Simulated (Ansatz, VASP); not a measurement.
## Cr in VASP and in Ansatz

INCAR

```
PREC     = Accurate       # precision mode
ENCUT    = 520            # plane-wave cutoff, eV
EDIFF    = 1E-6           # SCF threshold, eV
ISMEAR   = 0              # smearing method
SIGMA    = 0.1            # smearing width, eV
LREAL    = False          # projectors in reciprocal space
LASPH    = True           # aspherical terms in the spheres
NELM     = 60             # most SCF steps
ALGO     = Fast           # electronic algorithm
ISIF     = 2              # what is computed and relaxed
LWAVE    = False          # write WAVECAR
LCHARG   = True           # write CHGCAR
LDIPOL   = True         
IDIPOL   = 3            
DIPOL    = 0.5 0.5 0.500
GGA      = PS             # functional
LELF     = True           # ELF
LVHAR    = True         
LVACPOTAV= True         
NBANDS   = 45             # bands
```

File KPOINTS:

```
regular mesh
0
Gamma
  15 15 1
```

The input POSCAR:

```
Cr
1.0
    2.5301037415      0.0000000000      0.0000000000
   -1.2650518707      2.1911341143      0.0000000000
    0.0000000000      0.0000000000     25.3291052715
Cr
6
Direct
    0.6666666667      0.3333333333      0.2961020502
    0.3333333333      0.6666666667      0.3776612301
    0.0000000000      0.0000000000      0.4592204100
    0.6666666667      0.3333333333      0.5407795900
    0.3333333333      0.6666666667      0.6223387699
    0.0000000000      0.0000000000      0.7038979498
```

Input for Ansatz:

```yaml
crystal:
  lattice:
    - [2.5301037415, 0.0, 0.0]
    - [-1.2650518707, 2.1911341143, 0.0]
    - [0.0, 0.0, 25.3291052715]
  atoms:
    - { symbol: Cr, position: [0.6666666667, 0.3333333333, 0.2961020502] }
    - { symbol: Cr, position: [0.3333333333, 0.6666666667, 0.3776612301] }
    - { symbol: Cr, position: [0.0, 0.0, 0.45922041] }
    - { symbol: Cr, position: [0.6666666667, 0.3333333333, 0.54077959] }
    - { symbol: Cr, position: [0.3333333333, 0.6666666667, 0.6223387699] }
    - { symbol: Cr, position: [0.0, 0.0, 0.7038979498] }
basis:
  ecutwfc: 420
kpoints:
  mp_grid: { grid: [15, 15, 1] }
hamiltonian:
  xc: pbesol
scf:
  occupations: { method: gaussian, width: 0.1 }
output:
  forces: true
  stress: true
  eigenvalues: true
efield:
  axis: 3
  dipole_correction: true
```

Alike in both runs: task single point; functional PBEsol; k mesh 15 × 15 × 1; occupations gaussian, width 0.1 eV; no spin polarisation.

|  | VASP | Ansatz |
| --- | --- | --- |
| version | VASP 6.6.1 | Ansatz 0.2.0 |
| potentials or method | VASP PAW PBE potentials, release 64 (Cr_pv) | scalar-relativistic, plane waves, PAW |
| plane-wave cutoff (eV) | 520 | 420 |
| valence electrons in the cell | 72 | 84 |

```tsv
	VASP	Ansatz	Ansatz less VASP
gap on the k mesh at the Fermi level (eV)	none	none	-
rms of the force components (eV/Å)	0.075	0.080	+0.0049
work function, face that differs most (eV)	5.11	5.13	+0.017
```

Atom by atom the forces differ by 0.007 eV/Å (rms over components). A gap of «none» marks a metal or a gap that the smearing closes. The two sets of potentials don't hold the same shells in valence.

Caveats: the PAW data sets were made with another functional, which shifts forces and pressure a little (VASP); the run has no spin polarisation, though such a crystal can be magnetic. Spin polarisation is off, so any magnetic state and its effect on volume and gap are missing.
